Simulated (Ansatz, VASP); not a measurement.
Given: the input of a run of VASP 6.6.1 on K.

Contents of INCAR:

```
SYSTEM = K
ALGO = Fast
EDIFF = 1E-6
ENCUT = 520
GGA = CA
ISIF = 2
ISMEAR = 1
LASPH = .TRUE.
LCHARG = .FALSE.
LREAL = .FALSE.
LWAVE = .FALSE.
NBANDS = 10
NELM = 80
PREC = Accurate
SIGMA = 0.1
```

File KPOINTS:

```
k-points
0
G
  7 7 7
  0 0 0
```

File POSCAR:

```
K
1.0
    4.8951287100      0.0000000000      0.0000000000
   -1.6317095696      4.6151716076      0.0000000000
   -1.6317095696     -2.3075858030      3.9968558555
K
1
Direct
    0.0000000000      0.0000000000      0.0000000000
```

Potentials or basis: VASP PAW LDA potentials, release 64 (K_sv).

Run with:

```bash
$ cat potpaw_LDA.64/K_sv/POTCAR > POTCAR
$ mpirun -np 1 vasp_std > vasp.out
```

Problem. Translate it to Ansatz 0.2.0. Potentials there: Ansatz PAW.

Solution. As run (the cutoff follows the program's own potentials):

Contents of input.yaml:

```yaml
crystal:
  lattice:
    - [4.89512871, 0.0, 0.0]
    - [-1.6317095696, 4.6151716076, 0.0]
    - [-1.6317095696, -2.307585803, 3.9968558555]
  atoms:
    - { symbol: K, position: [0.0, 0.0, 0.0] }
hamiltonian:
  xc: lda
  pseudopotentials: { kind: paw }
kpoints:
  mp_grid: { grid: [7, 7, 7] }
scf:
  occupations: { method: methfessel_paxton, width: 0.1 }
output:
  forces: true
  stress: true
  eigenvalues: true
```

Potentials or basis: Ansatz PAW.

Command:

```sh
$ ansatz run input.yaml --threads 1 --pin off --max-ram 3584MiB --backend cpu --events-out ev --progress --plain --runs-dir out
```

Both were run:

|  | VASP | Ansatz | Ansatz less VASP |
| --- | --- | --- | --- |
| gap on the k mesh at the Fermi level (eV) | none | none | - |
| pressure (GPa) | -0.8 | -0.8 | +0.01 |

A gap of «none» marks a metal or a gap that the smearing closes.

Caveats: the PAW data sets come from PBE, with cores solved anew for the run's functional, which leaves a small shift of forces and pressure (Ansatz).
